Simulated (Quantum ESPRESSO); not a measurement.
Here is a Quantum ESPRESSO 7.5 calculation.

Contents of pw.in:

```
&CONTROL
  calculation = 'scf'
  prefix = 'pwscf'
  outdir = './tmp'
  pseudo_dir = './pseudo'
  tprnfor = .true.
  tstress = .true.
  disk_io = 'low'
/
&SYSTEM
  ibrav = 0
  nat = 8
  ntyp = 2
  ecutwfc = 82
  nbnd = 24
  input_dft = 'vdw-df-obk8'
  occupations = 'smearing'
  smearing = 'fd'
  degauss = 0.00367493
/
&ELECTRONS
  conv_thr = 1.6d-09
  electron_maxstep = 120
  mixing_beta = 0.5
/
ATOMIC_SPECIES
Si    28.0850 Si.upf
C     12.0110 C.upf
CELL_PARAMETERS angstrom
   3.0756941497    0.0000000000    0.0000000000
  -1.5378470748    2.6636292679    0.0000000000
   0.0000000000    0.0000000000   10.0706464800
ATOMIC_POSITIONS crystal
Si     0.0000000000    0.0000000000    0.1878943800
Si     0.0000000000    0.0000000000    0.6878943800
Si     0.3333333333    0.6666666667    0.4378419800
Si     0.6666666667    0.3333333333    0.9378419800
C      0.0000000000    0.0000000000    0.0004600500
C      0.0000000000    0.0000000000    0.5004600500
C      0.3333333333    0.6666666667    0.2498025900
C      0.6666666667    0.3333333333    0.7498025900
K_POINTS automatic
10 10 3 0 0 0
```

bands.in

```
&CONTROL
  calculation = 'bands'
  prefix = 'pwscf'
  outdir = './tmp'
  pseudo_dir = './pseudo'
  disk_io = 'low'
  verbosity = 'high'
/
&SYSTEM
  ibrav = 0
  nat = 8
  ntyp = 2
  ecutwfc = 82
  nbnd = 24
  input_dft = 'vdw-df-obk8'
  occupations = 'smearing'
  smearing = 'fd'
  degauss = 0.00367493
/
&ELECTRONS
  conv_thr = 1d-08
  electron_maxstep = 120
  mixing_beta = 0.5
  diago_full_acc = .true.
/
ATOMIC_SPECIES
Si    28.0850 Si.upf
C     12.0110 C.upf
CELL_PARAMETERS angstrom
   3.0756941497    0.0000000000    0.0000000000
  -1.5378470748    2.6636292679    0.0000000000
   0.0000000000    0.0000000000   10.0706464800
ATOMIC_POSITIONS crystal
Si     0.0000000000    0.0000000000    0.1878943800
Si     0.0000000000    0.0000000000    0.6878943800
Si     0.3333333333    0.6666666667    0.4378419800
Si     0.6666666667    0.3333333333    0.9378419800
C      0.0000000000    0.0000000000    0.0004600500
C      0.0000000000    0.0000000000    0.5004600500
C      0.3333333333    0.6666666667    0.2498025900
C      0.6666666667    0.3333333333    0.7498025900
K_POINTS crystal
60
 0.0000000000  0.0000000000  0.0000000000 1
 0.0555555556  0.0000000000  0.0000000000 1
 0.1111111111  0.0000000000  0.0000000000 1
 0.1666666667  0.0000000000  0.0000000000 1
 0.2222222222  0.0000000000  0.0000000000 1
 0.2777777778  0.0000000000  0.0000000000 1
 0.3333333333  0.0000000000  0.0000000000 1
 0.3888888889  0.0000000000  0.0000000000 1
 0.4444444444  0.0000000000  0.0000000000 1
 0.5000000000  0.0000000000  0.0000000000 1
 0.4666666667  0.0666666667  0.0000000000 1
 0.4333333333  0.1333333333  0.0000000000 1
 0.4000000000  0.2000000000  0.0000000000 1
 0.3666666667  0.2666666667  0.0000000000 1
 0.3333333333  0.3333333333  0.0000000000 1
 0.3000000000  0.3000000000  0.0000000000 1
 0.2666666667  0.2666666667  0.0000000000 1
 0.2333333333  0.2333333333  0.0000000000 1
 0.2000000000  0.2000000000  0.0000000000 1
 0.1666666667  0.1666666667  0.0000000000 1
 0.1333333333  0.1333333333  0.0000000000 1
 0.1000000000  0.1000000000  0.0000000000 1
 0.0666666667  0.0666666667  0.0000000000 1
 0.0333333333  0.0333333333  0.0000000000 1
 0.0000000000  0.0000000000  0.0000000000 1
 0.0000000000  0.0000000000  0.2500000000 1
 0.0000000000  0.0000000000  0.5000000000 1
 0.0555555556  0.0000000000  0.5000000000 1
 0.1111111111  0.0000000000  0.5000000000 1
 0.1666666667  0.0000000000  0.5000000000 1
 0.2222222222  0.0000000000  0.5000000000 1
 0.2777777778  0.0000000000  0.5000000000 1
 0.3333333333  0.0000000000  0.5000000000 1
 0.3888888889  0.0000000000  0.5000000000 1
 0.4444444444  0.0000000000  0.5000000000 1
 0.5000000000  0.0000000000  0.5000000000 1
 0.4666666667  0.0666666667  0.5000000000 1
 0.4333333333  0.1333333333  0.5000000000 1
 0.4000000000  0.2000000000  0.5000000000 1
 0.3666666667  0.2666666667  0.5000000000 1
 0.3333333333  0.3333333333  0.5000000000 1
 0.3076923077  0.3076923077  0.5000000000 1
 0.2820512821  0.2820512821  0.5000000000 1
 0.2564102564  0.2564102564  0.5000000000 1
 0.2307692308  0.2307692308  0.5000000000 1
 0.2051282051  0.2051282051  0.5000000000 1
 0.1794871795  0.1794871795  0.5000000000 1
 0.1538461538  0.1538461538  0.5000000000 1
 0.1282051282  0.1282051282  0.5000000000 1
 0.1025641026  0.1025641026  0.5000000000 1
 0.0769230769  0.0769230769  0.5000000000 1
 0.0512820513  0.0512820513  0.5000000000 1
 0.0256410256  0.0256410256  0.5000000000 1
 0.0000000000  0.0000000000  0.5000000000 1
 0.5000000000  0.0000000000  0.5000000000 1
 0.5000000000  0.0000000000  0.2500000000 1
 0.5000000000  0.0000000000  0.0000000000 1
 0.3333333333  0.3333333333  0.0000000000 1
 0.3333333333  0.3333333333  0.2500000000 1
 0.3333333333  0.3333333333  0.5000000000 1
```

Potentials or basis: PseudoDojo 0.4.1 SR PBE standard.

Launch:

```sh
$ OMP_NUM_THREADS=1 pw.x -in pw.in > pw.out
$ OMP_NUM_THREADS=1 pw.x -in bands.in > bands.out
```

Predict the largest force.

0.014 eV/Å.

What does it give for the pressure?

5.5 GPa.

What does it give for the band gap on the k mesh?

2.39 eV, indirect (least direct gap 3.50 eV).

Forces in eV/Å, atoms in the order of the input:
```
Si   0.000  0.000 -0.014
Si   0.000  0.000 -0.014
Si   0.000  0.000 -0.003
Si   0.000  0.000 -0.003
C    0.000  0.000  0.007
C    0.000  0.000  0.007
C    0.000  0.000  0.009
C    0.000  0.000  0.009
```

Caveat: the potentials were made for another functional, which shifts forces and pressure.
